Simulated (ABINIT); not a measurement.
Write the native input for ABINIT 10.8.3 (patched build) that does the following.

- Task: single point
- Functional: PBE
- Potentials or basis: JTH PAW PBE v2.0
- Cutoff: 599 eV
- k mesh: 8 × 8 × 2
- Occupations: fermi-dirac, width 0.05 eV
- Spin: no spin polarisation
- Fine-grid cutoff: 1197.3 eV

InSe:

```xyz
8
Lattice="4.0500 0.0000 0.0000 -2.0250 3.5074 0.0000 0.0000 0.0000 16.9300" Properties=species:S:1:pos:R:3 pbc="T T T"
In    2.0220    1.1148   14.2559
In   -0.0657    2.2677    5.8120
In    2.0271    1.1860   11.1814
In   -0.0062    2.3238    2.6605
Se    2.0294    1.1725    6.6972
Se    0.0558    2.3084   15.1478
Se    1.9868    1.1616    1.7302
Se   -0.0292    2.3362   10.2037
```

The cell isn't the ideal one: atoms moved at random, drawn with an rms of 0.05 Å.

These files were run (other wordings do the same):

run.abi

```
pp_dirpath "./"
pseudos "In.GGA_PBE-JTH.xml, Se.GGA_PBE-JTH.xml"

acell 4.05 4.05 16.93 Angstrom
rprim
     1.0000000000     0.0000000000     0.0000000000
    -0.5000000000     0.8660254038     0.0000000000
     0.0000000000     0.0000000000     1.0000000000
ntypat 2
znucl 49 34
natom 8
typat 1 1 1 1 2 2 2 2
xred
     0.6581760000     0.3178450000     0.8420470000
     0.3070500000     0.6465450000     0.3432950000
     0.6695810000     0.3381450000     0.6604510000
     0.3297570000     0.6625550000     0.1571450000
     0.6682210000     0.3342920000     0.3955820000
     0.3428560000     0.6581370000     0.8947300000
     0.6561460000     0.3311770000     0.1021990000
     0.3258260000     0.6660890000     0.6027020000
chkprim 0
chksymtnons 0
tolsym 1.0e-6

ecut 22.0
pawecutdg 44.0
pawxcdev 0

kptopt 1
ngkpt 8 8 2
nshiftk 1
shiftk 0.0 0.0 0.0

ixc 11

nband 46
occopt 3
tsmear 0.00183747

nstep 100
tolvrs 1.0e-9

iomode 3
prtwf 0
prteig 0
prtebands 0
enunit 1
prtden 1
prtvha 1
prtvclmb 1
prtpot 1
```

Potentials or basis: JTH PAW PBE v2.0.

Launch:

```console
$ mpirun --bind-to none -np 4 abinit run.abi > log 2>&1
```

It gave:

- Pressure: 8.1 GPa
- Largest force: 3.396 eV/Å
- Band gap on the k mesh: none (metal or under the smearing width)

Caveat: the atomic spheres overlap.

It took 10 min on 4 MPI ranks on Arm Neoverse V1, on a shared host, peak memory 1.4 GiB a rank.
